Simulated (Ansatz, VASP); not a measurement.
Two plane-wave programs on GaP

POSCAR

```
GaP
1.0
    0.0000000000      2.6341089668      2.7254102088
    2.6341089668      0.0000000000      2.7254102088
    2.6341089668      2.6341089668      0.0000000000
Ga P
1 1
Direct
    0.0000000000      0.0000000000      0.0000000000
    0.2500000000      0.2500000000      0.2500000000
```

Contents of INCAR.step1:

```
SYSTEM = GaP
ALGO = Normal ; EDIFF = 1E-4
ENCUT = 520 ; GGA = PE
ISMEAR = 0 ; LASPH = .TRUE.
LCHARG = .FALSE. ; LREAL = .FALSE.
LWAVE = .TRUE. ; NBANDS = 16
NELM = 60 ; PREC = Accurate
SIGMA = 0.01
```

INCAR.step2

```
SYSTEM = GaP
ALGO = Normal ; EDIFF = 1E-7
ENCUT = 520 ; ISIF = 2
ISMEAR = 0 ; ISTART = 1
LASPH = .TRUE. ; LCHARG = .FALSE.
LMIXTAU = .TRUE. ; LREAL = .FALSE.
LWAVE = .FALSE. ; METAGGA = R2SCAN
NBANDS = 16 ; NELM = 60
PREC = Accurate ; SIGMA = 0.01
```

File KPOINTS:

```
k-points
0
G
  8 8 8
  0 0 0
```

Input for Ansatz:

```yaml
crystal:
  lattice:
    - [0.0, 2.6341089668, 2.7254102088]
    - [2.6341089668, 0.0, 2.7254102088]
    - [2.6341089668, 2.6341089668, 0.0]
  atoms:
    - { symbol: Ga, position: [0.0, 0.0, 0.0] }
    - { symbol: P, position: [0.25, 0.25, 0.25] }
kpoints:
  mp_grid: { grid: [8, 8, 8] }
  band_path:
    path:
      - [0.0, 0.0, 0.0]
      - [-0.5, -0.5, 0.0]
      - [-0.375, -0.375, 0.25]
      - [-0.375, 0.0, 0.375]
      - [0.0, 0.0, 0.5]
      - [-0.5, -0.25, 0.25]
      - [0.0, 0.427083, 0.427083]
    npoints: 1
hamiltonian:
  xc: r2scan
scf:
  occupations: { method: fixed }
  n_extra_bands: 4
output:
  forces: true
  stress: true
  eigenvalues: true
  write_density: true
  write_potential: true
  elf: true
  volumetric_format: npy
```

Change from the starting cell: biaxial_xy strain -3.4%.

Alike in both runs: task single point; functional r2SCAN; k mesh 8 × 8 × 8; no spin polarisation.

|  | VASP | Ansatz |
| --- | --- | --- |
| version | VASP 6.6.1 | Ansatz 0.2.0 |
| potentials or method | VASP PAW PBE potentials, release 64 (Ga_d, P) | plane waves, PAW |
| plane-wave cutoff (eV) | 520 | 500 |
| occupations | gaussian, width 0.01 eV | fixed |
| valence electrons in the cell | 18 | 18 |

Ansatz gave:

* gap on the k mesh at the Fermi level (eV): 1.60
* pressure (GPa): 6.9
* largest component of the traceless stress (GPa): 2.00

Q: Estimate VASP's values.

A: gap on the k mesh at the Fermi level (eV): 1.60; pressure (GPa): 6.9; largest component of the traceless stress (GPa): 1.99.

Caveats: the PAW data sets were made with another functional, which shifts forces and pressure a little (VASP). A k mesh can miss the band edges.
